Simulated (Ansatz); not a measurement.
The system is Nb.

```
CELL_PARAMETERS angstrom
0.00000 2.11500 2.11500
2.11500 0.00000 2.11500
2.11500 2.11500 0.00000
ATOMIC_POSITIONS crystal
Nb 0.00000 0.00000 0.00000
```

This isn't the form of Nb at room conditions, which is bcc.

Program: Ansatz 0.2.0. Alike in all runs: no spin polarisation; cell as given.

**Question.** Order these runs on this cell by their pressure, lowest first.
A. level PBE0; potentials or basis SSSP precision PAW; k mesh 7 × 7 × 7; cutoff (eV) 544; smearing fermi-dirac 0.025 eV; mesh quality coarse
B. level LDA; potentials or basis JTH PAW LDA; k mesh 11 × 11 × 11; cutoff (eV) 1170; smearing cold 0.1 eV; mesh quality not flagged
C. level B3LYP+D3(BJ); potentials or basis PseudoDojo standard (PBE files); k mesh 7 × 7 × 7; cutoff (eV) 1116; smearing cold 0.001 eV; other keys scf.occupations.method = cold; scf.occupations.width = 0.001; mesh quality coarse
D. level PBE; potentials or basis Ansatz PAW; k mesh 11 × 11 × 11; cutoff (eV) 420; smearing fermi-dirac 0.05 eV; mesh quality not flagged

**Answer.** C (-13.1 GPa), B (-11.1 GPa), A (-5.0 GPa), D (-1.8 GPa).

Caveats: some runs use coarse meshes; the thresholds are loose for stress (some runs); the potentials were made for another functional, which shifts forces and pressure (some runs); pairwise dispersion overbinds metals, which lowers pressure and volume (some runs).
